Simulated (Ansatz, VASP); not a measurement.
## In: VASP beside Ansatz

```
CELL_PARAMETERS angstrom
-1.61356 1.61356 2.45591
1.61356 -1.61356 2.45591
1.61356 1.61356 -2.45591
ATOMIC_POSITIONS crystal
In 0.00000 0.00000 0.00000
```

Alike in both runs: functional PBEsol; k mesh 22 × 22 × 22; occupations fermi-dirac, width 0.1 eV; no spin polarisation.

Ansatz relaxed the structure, and its values are those at the end. VASP's run is a single point on that final structure, the one shown.

```csv
,VASP,Ansatz
version,VASP 6.6.1,Ansatz 0.2.0
potentials or method,"VASP PAW PBE potentials, release 64 (In_d)","PAW with Ansatz's default frozen-core files, scalar-relativistic"
plane-wave cutoff (eV),520,420
valence electrons in the cell,13,13
```

```tsv
	VASP	Ansatz	Ansatz less VASP
pressure (GPa)	0.0	0.0	+0.02
```

With one functional, cell and mesh, what is left measures potentials, basis and numerics.

Caveats: the PAW data sets were made with another functional, which shifts forces and pressure a little (VASP).
